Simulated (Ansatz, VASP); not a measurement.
# One calculation of ZnSnN2, two programs

POSCAR

```
ZnSnN2
1.0
    3.2166393568      0.0000000000      0.0000000000
    0.0000000000      3.2166393568      0.0000000000
    0.0000000000      0.0000000000      4.6996405198
Zn N Sn
1 2 1
Direct
    0.0000000000      0.0000000000      0.0000000000
    0.0000000000      0.5000000000      0.2418163131
    0.5000000000      0.0000000000      0.7581836869
    0.5000000000      0.5000000000      0.5000000000
```

INCAR.step1

```
SYSTEM = ZnSnN2
ALGO = Normal
EDIFF = 1E-4
ENCUT = 520
GGA = PE
ISMEAR = 0
LASPH = .True.
LCHARG = .False.
LREAL = .False.
LWAVE = .True.
NBANDS = 26
NELM = 100
PREC = Accurate
SIGMA = 0.01
```

File INCAR.step2:

```
SYSTEM = ZnSnN2
ALGO = Normal
EDIFF = 1E-6
ENCUT = 520
ISIF = 2
ISMEAR = 0
ISTART = 1
LASPH = .True.
LCHARG = .False.
LMIXTAU = .True.
LREAL = .False.
LWAVE = .False.
METAGGA = R2SCAN
NBANDS = 26
NELM = 100
PREC = Accurate
SIGMA = 0.01
```

Contents of KPOINTS:

```
k-points
0
Gamma
  8 8 6
  0 0 0
```

Input for Ansatz:

```yaml
crystal:
  lattice:
    - [3.2166393568, 0.0, 0.0]
    - [0.0, 3.2166393568, 0.0]
    - [0.0, 0.0, 4.6996405198]
  atoms:
    - { symbol: Zn, position: [0.0, 0.0, 0.0] }
    - { symbol: "N", position: [0.0, 0.5, 0.2418163131] }
    - { symbol: Sn, position: [0.5, 0.5, 0.5] }
    - { symbol: "N", position: [0.5, 0.0, 0.7581836869] }
kpoints:
  mp_grid: { grid: [8, 8, 6] }
  band_path:
    path:
      - [0.0, 0.0, 0.0]
      - [0.0, 0.5, 0.0]
      - [0.5, 0.5, 0.0]
      - [0.0, 0.0, 0.5]
      - [0.0, 0.5, 0.5]
      - [0.5, 0.5, 0.5]
    npoints: 1
hamiltonian:
  xc: r2scan
scf:
  occupations: { method: fixed }
  n_extra_bands: 5
output:
  forces: true
  stress: true
  eigenvalues: true
```

Change from the starting cell: biaxial_xy strain -4.9%.

Alike in both runs: task single point; functional r2SCAN; k mesh 8 × 8 × 6; no spin polarisation.

|  | VASP | Ansatz |
| --- | --- | --- |
| version | VASP 6.6.1 | Ansatz 0.2.0 |
| potentials or method | VASP PAW PBE potentials, release 64 (Zn, N, Sn_d) | plane waves, PAW |
| plane-wave cutoff (eV) | 520 | 500 |
| occupations | gaussian, width 0.01 eV | fixed |
| valence electrons in the cell | 36 | 36 |

|  | VASP | Ansatz | Ansatz less VASP |
| --- | --- | --- | --- |
| gap on the k mesh at the Fermi level (eV) | 0.59 | 0.55 | -0.033 |
| pressure (GPa) | 20.7 | 19.9 | -0.89 |
| largest component of the traceless stress (GPa) | 3.70 | 3.60 | -0.099 |

Caveats: so large a pressure means that the cell lies far from this level's equilibrium, or that cutoff or potentials fall short (VASP); the potentials were made for another functional, which shifts forces and pressure (VASP); spin-orbit coupling is left out, which moves the levels of the heavy elements.
